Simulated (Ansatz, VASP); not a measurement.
**One calculation of CdF2, two programs**

INCAR

```
SYSTEM = CdF2
  PREC = Accurate
  ENCUT = 520
  EDIFF = 1E-6
  ISMEAR = -1
  SIGMA = 0.02
  LREAL = .FALSE.
  LASPH = .TRUE.
  NELM = 100
  ALGO = Normal
  ISIF = 2
  LWAVE = .FALSE.
  LCHARG = .TRUE.
  GGA = PE
  LELF = .TRUE.
  LVHAR = .TRUE.
  NBANDS = 20
```

File KPOINTS:

```
regular mesh
0
G
  8 8 8
  0 0 0
```

The input POSCAR:

```
CdF2
1.0
    0.0000000000      2.6941776810      2.6941776810
    2.7736559226      0.0000000000      2.6941776810
    2.7736559226      2.6941776810      0.0000000000
Cd F
1 2
Direct
    0.0000000000      0.0000000000      0.0000000000
    0.2500000000      0.2500000000      0.2500000000
    0.7500000000      0.7500000000      0.7500000000
```

Input for Ansatz:

```yaml
crystal:
  lattice:
    - [0.0, 2.694177681, 2.694177681]
    - [2.7736559226, 0.0, 2.694177681]
    - [2.7736559226, 2.694177681, 0.0]
  atoms:
    - { symbol: Cd, position: [0.0, 0.0, 0.0] }
    - { symbol: F, position: [0.25, 0.25, 0.25] }
    - { symbol: F, position: [0.75, 0.75, 0.75] }
kpoints:
  mp_grid: { grid: [8, 8, 8] }
  band_path:
    path:
      - [0.0, 0.0, 0.0]
      - [0.5, 0.0, 0.5]
      - [0.625, 0.25, 0.625]
      - [0.375, 0.375, 0.75]
      - [0.5, 0.5, 0.5]
      - [0.5, 0.25, 0.75]
    npoints: 1
hamiltonian:
  xc: pbe
scf:
  occupations: { method: fermi_dirac, width: 0.02 }
  n_extra_bands: 4
output:
  forces: true
  stress: true
  eigenvalues: true
```

Change from the starting cell: uniaxial_x strain +3.0%.

Alike in both runs: task single point; functional PBE; k mesh 8 × 8 × 8; occupations fermi-dirac, width 0.02 eV; no spin polarisation.

|  | VASP | Ansatz |
| --- | --- | --- |
| version | VASP 6.6.1 | Ansatz 0.2.0 |
| potentials or method | VASP PAW PBE potentials, release 64 (Cd, F) | plane waves, PAW |
| plane-wave cutoff (eV) | 520 | 420 |
| valence electrons in the cell | 26 | 34 |

Ansatz gave:

| Property | Result |
| --- | --- |
| gap on the k mesh at the Fermi level (eV) | 2.96 |
| pressure (GPa) | 2.2 |
| largest component of the traceless stress (GPa) | 2.07 |

Problem. Estimate VASP's values.

Solution. gap on the k mesh at the Fermi level (eV): 2.93; pressure (GPa): 2.8; largest component of the traceless stress (GPa): 2.04.

The two sets of potentials don't hold the same shells in valence.

A k mesh can miss the band edges.
